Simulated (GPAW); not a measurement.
# GaSb (F-43m) in GPAW: settings compared, part 2 of 2

GPAW 26.7.0. The steps go on from the part before.

### Step 3. Band structure, TASK, spin-orbit coupling, no magnetisation

Input file run.py:

```python
import numpy as np
from ase.dft.bandgap import bandgap
from ase.io import read, write
from ase.units import GPa
from gpaw import GPAW, PW
from gpaw.spinorbit import soc_eigenstates

atoms = read('GaSb.xyz')

calc = GPAW(mode=PW(600),
            xc='MGGA_X_TASK+LDA_C_PW',
            kpts={'size': (6, 6, 6), 'gamma': True},
            occupations={'name': 'fermi-dirac', 'width': 0.05},
            nbands=18,
            convergence={'density': 1e-05, 'energy': 1e-05},
            maxiter=150,
            txt='gpaw.txt')
atoms.calc = calc
energy = atoms.get_potential_energy()
forces = atoms.get_forces()
stress = atoms.get_stress()
calc.write('gs.gpw')
write('result.traj', atoms)
print(f'Energy: {energy:.6f} eV')
print('Forces (eV/A):')
print(forces.round(4))
print('Stress (GPa):', (stress / GPa).round(3))
print('Fermi level:', round(calc.get_fermi_level(), 4), 'eV')
print(f'Gap: {bandgap(calc)[0]:.4f} eV, direct: {bandgap(calc, direct=True)[0]:.4f} eV')

path = atoms.cell.bandpath('GXWKGLUWLK,UX', npoints=60, eps=1e-4)
bs_calc = calc.fixed_density(kpts=path, symmetry='off', nbands=30,
                             convergence={'bands': 'CBM+6.0', 'eigenstates': 1e-6}, txt='bands.txt')
bs = bs_calc.band_structure()
bs.write('bs.json')
print(f'Gap on the path: {bandgap(bs_calc)[0]:.4f} eV')

soc = soc_eigenstates(bs_calc, theta=0, phi=0, ignore_xc_potential=True)
np.savetxt('soc_bands.dat', soc.eigenvalues(), fmt='%.4f')
mesh = soc_eigenstates('gs.gpw', theta=0, phi=0, ignore_xc_potential=True)
np.savetxt('soc_mesh.dat', mesh.eigenvalues(), fmt='%.4f')
print('Fermi level with spin-orbit coupling:', round(mesh.fermi_level, 4), 'eV')
```

Input file GaSb.xyz:

```xyz
2
Lattice="0.0000000000 3.0590000000 3.0590000000 3.0590000000 0.0000000000 3.0590000000 3.0590000000 3.0590000000 0.0000000000" Properties=species:S:1:pos:R:3 pbc="T T T"
Sb     4.5885000000      4.5885000000      4.5885000000
Ga     0.0000000000      0.0000000000      0.0000000000
```

Potentials or basis: GPAW PAW data sets (gpaw-data 1.2.1), pw.

Started as:

```
$ OMP_NUM_THREADS=1 python run.py
```

gpaw.txt:

```text
__  _  _
 | _ |_)|_||  |
 |__||  | ||/\| - 26.7.0

Input parameters:
  mode=PW(ecut=600.0),
  convergence={'density': 1e-05, 'energy': 1e-05},
  kpts=MonkhorstPack(size=(6, 6, 6), gamma=True),
  maxiter=150,
  nbands=18,
  occupations=Occupations(name='fermi-dirac', width=0.05),
  xc=XC(name='MGGA_X_TASK+LDA_C_PW')

Diagonalizing LCAO Hamiltonian
Converting LCAO to pw mode

                     Sb

       Ga

Atoms  # Å, Bohr magnetons
|   | symbol |        x |        y |        z |    initial magnetic moments |
|---|--------|----------|----------|----------|-----------------------------|
| 0 |     Sb | 4.588500 | 4.588500 | 4.588500 | ( 0.0000,  0.0000,  0.0000) |
| 1 |     Ga | 0.000000 | 0.000000 | 0.000000 | ( 0.0000,  0.0000,  0.0000) |

Unit cell  # Å
| periodic |        x |        y |        z |  lengths |    angles |
|----------|----------|----------|----------|----------|-----------|
|      yes | 0.000000 | 3.059000 | 3.059000 | 4.326079 | 60.000000 |
|      yes | 3.059000 | 0.000000 | 3.059000 | 4.326079 | 60.000000 |
[... 183 lines left out ...]

Energy contributions:
  Kinetic:          18.211438
  Coulomb:         -16.069195
  Zero:              0.373308
  External:          0.000000
  Xc:               27.888063
  Entropy:          -0.000003
  Spinorbit:         0.000000
  ----------------------------
  Free energy:      30.403611
  Extrapolated:     30.403612

dipole moment: (-11.136571, -11.136571, -11.136571)  # |e|*Ang

Fermi level: 5.144
Eigenvalues  # (at kpt = [0.000, 0.000, 0.000])
| band index |      eig [eV] | occ [0-2] |
|------------|---------------|-----------|
|          0 |       -25.311 |     2.000 |
|          1 |       -25.311 |     2.000 |
|          2 |       -25.311 |     2.000 |
|          3 |       -25.281 |     2.000 |
|          4 |       -25.281 |     2.000 |
|          5 |        -8.038 |     2.000 |
[... 10 lines left out ...]
|         16 |        16.526 |     0.000 |
|         17 |        16.526 |     0.000 |

Gap: 0.871 eV
Transition (v -> c):
  (s=0, k=0, n=8, [0.00, 0.00, 0.00]) -> (s=0, k=0, n=9, [0.00, 0.00, 0.00])
No difference between direct/indirect transitions

Forces  # eV/Ang
|        x |        y |       z |
|----------|----------|---------|
|  0.00000 | -0.00000 | 0.00000 |  # Sb   0
| -0.00000 |  0.00000 | 0.00000 |  # Ga   1

Stress tensor  # eV/Ang^3
|         x |         y |         z |
|-----------|-----------|-----------|
| -0.020610 |  0.000000 |  0.000000 |
|  0.000000 | -0.020610 |  0.000000 |
|  0.000000 |  0.000000 | -0.020610 |

# Writing to gs.gpw (mode='')
```

bands.txt:

```text
Diagonalizing LCAO Hamiltonian
Converting LCAO to pw mode
convergence criteria:
- Maximum integral of absolute [eigenst]ate change: 1e-06 eV^2 / valence electron
maximum number of iterations: 150

SCF iterations
|iter     | |      energy | eigst |  dens |
|---------|-|-------------|-------|-------|
[... 67 lines left out ...]
         [0.41071429, 0.41071429, 0.67857143],
         [0.39285714, 0.39285714, 0.71428571],
         [0.375     , 0.375     , 0.75      ],
         [0.625     , 0.25      , 0.625     ],
         [0.59375   , 0.1875    , 0.59375   ],
         [0.5625    , 0.125     , 0.5625    ],
         [0.53125   , 0.0625    , 0.53125   ],
         [0.5       , 0.        , 0.5       ]])),
  maxiter=150,
  nbands=30,
  occupations=Occupations(name='fermi-dirac', width=0.05),
  symmetry=Symmetry(point_group=False, time_reversal=False),
  xc=XC(name='MGGA_X_TASK+LDA_C_PW')
```

Run time: 86 s. Hardware: 1 thread of Intel Xeon Platinum 8488C (Sapphire Rapids), shared host; peak memory 0.41 GiB.

What came out:

```yaml
Free_energy: 30.4036 eV
Pressure: 3.3 GPa
Band_gap_on_the_k_mesh: 0.61 eV, direct
Band_gap_along_the_path: 0.61 eV, direct
```

Levels at the corners of the path, in eV from the valence-band top:
| point | band 16 | band 17 | band 18 | band 19 | band 20 | band 21 |
| --- | --- | --- | --- | --- | --- | --- |
| Γ | 0.00 | 0.00 | 0.00 | 0.61 | 0.61 | 2.96 |
| X | -3.27 | -2.98 | -2.98 | 1.43 | 1.43 | 1.94 |
| W | -3.74 | -3.60 | -3.58 | 4.03 | 4.44 | 5.21 |
| K | -4.05 | -2.70 | -2.68 | 1.97 | 2.02 | 4.60 |
| Γ | 0.00 | 0.00 | 0.00 | 0.61 | 0.61 | 2.96 |
| L | -1.79 | -1.34 | -1.34 | 0.89 | 0.89 | 4.25 |
| U | -4.05 | -2.70 | -2.68 | 1.97 | 2.02 | 4.60 |
| W | -3.74 | -3.60 | -3.58 | 4.03 | 4.44 | 5.21 |
| L | -1.79 | -1.34 | -1.34 | 0.89 | 0.89 | 4.25 |
| K | -4.05 | -2.70 | -2.68 | 1.97 | 2.02 | 4.60 |
| U | -4.05 | -2.70 | -2.68 | 1.97 | 2.02 | 4.60 |
| X | -3.27 | -2.98 | -2.98 | 1.43 | 1.43 | 1.94 |

Caveat: spin-orbit coupling was added after a scalar SCF, so levels and gaps hold it while energy, forces, pressure and moments don't; this program's spin-orbit splittings come out too wide for heavy elements; the PAW data sets were made with another functional, which shifts forces and pressure a little.

### Step 4. Equation of state, PBE+D3(BJ)

Input file run.py:

```python
from ase.calculators.mixing import SumCalculator
from ase.eos import EquationOfState
from ase.io import Trajectory
from ase.spacegroup import crystal
from ase.units import GPa
from dftd3.ase import DFTD3
from gpaw import GPAW, PW

# Sb 4c
# Ga 4a
atoms = crystal(['Sb', 'Ga'],
                basis=[[0.25, 0.25, 0.25],
                       [0.0, 0.0, 0.0]],
                spacegroup=216, setting=1,  # F-43m
                cellpar=[6.118, 6.118, 6.118, 90.0, 90.0, 90.0],
                primitive_cell=True)

traj = Trajectory('eos.traj', 'w')
volumes, energies = [], []
for x in [0.94, 0.96, 0.98, 1.0, 1.02, 1.04, 1.06]:
    a = atoms.copy()
    a.set_cell(atoms.cell * x**(1 / 3), scale_atoms=True)
    calc = GPAW(mode=PW(600),
                xc='PBE',
                kpts={'size': (6, 6, 6), 'gamma': True},
                occupations={'name': 'fermi-dirac', 'width': 0.05},
                nbands=18,
                convergence={'density': 1e-05, 'energy': 1e-05},
                maxiter=150,
                txt=f'eos-{x:.2f}.txt')
    a.calc = SumCalculator([calc, DFTD3(method='pbe', damping='d3bj')])
    energies.append(a.get_potential_energy())
    volumes.append(a.get_volume())
    p = -a.get_stress()[:3].mean() / GPa
    calc.write(f'eos-{x:.2f}.gpw')
    traj.write(a)
    print(f'{x:.2f} {volumes[-1]:10.4f} A^3 {energies[-1]:14.6f} eV {p:9.3f} GPa', flush=True)

v0, e0, B = EquationOfState(volumes, energies, eos='birchmurnaghan').fit()
print(f'V0 = {v0:.4f} A^3, E0 = {e0:.6f} eV, B0 = {B / GPa:.2f} GPa')
```

Started as:

```
$ OMP_NUM_THREADS=1 python run.py
```

Wall time 49 s (1 thread of Intel Xeon Platinum 8488C (Sapphire Rapids), shared host); peak memory 0.27 GiB.

The run converged. Its results:

- Equilibrium volume: 28.83 Å³/atom
- Bulk modulus: 50 GPa
- Pressure derivative of the bulk modulus: 5.0 (rough: it moves with the points fitted)

Energy against volume, from the lowest point:
```csv
volume (Å³/atom),energy (meV/atom)
26.907,22.54
27.480,10.45
28.052,3.14
28.625,0.00
29.197,0.43
29.770,4.12
30.342,10.85
```

### Step 5. The runs side by side

```tsv
task	level	potentials or basis	spin	cutoff (eV)	band path	band points	spin axis theta (degrees)	spin axis phi (degrees)	grid spacing	gap on the mesh (eV)
band structure	PBE	GPAW PAW data sets (gpaw-data 1.2.1), fd	off	-	GXWKGLUWLK,UX	100	-	-	0.2 Å	0.09
band structure	TASK	GPAW PAW data sets (gpaw-data 1.2.1), pw	SOC, no magnetisation	600	GXWKGLUWLK,UX	60	0	0	-	0.61
equation of state	PBE+D3(BJ)	GPAW PAW data sets (gpaw-data 1.2.1), pw	off	600	-	-	-	-	-	-
```

Alike in all rows: cell as given; k mesh 6 × 6 × 6; smearing fermi-dirac 0.05 eV.

Caveats: the real-space grid adds noise to forces (some runs); spin-orbit coupling is left out, which moves the levels of the heavy elements (some runs); spin-orbit coupling was added after a scalar SCF, so levels and gaps hold it while energy, forces, pressure and moments don't (some runs); this program's spin-orbit splittings come out too wide for heavy elements (some runs); the PAW data sets were made with another functional, which shifts forces and pressure a little (some runs).

Total energies depend on the potentials used, so only differences within one code and one set of settings carry meaning.

### Step 6. Against experiment

Step 2. Measured gap of GaSb: 0.811 eV (direct; 4.2 K; a printed reference work, data compilation). This calculation gives 0.09 eV (-0.72 eV). Spin-orbit coupling on Ga, Sb is left out. The value is that of PBE, without temperature or zero-point motion. Semilocal functionals fall short of measured gaps as a rule.

Step 3. Measured gap of GaSb: 0.811 eV (direct; 4.2 K; a printed reference work, data compilation). This calculation gives 0.61 eV (-0.20 eV). The value is that of TASK, without temperature or zero-point motion.
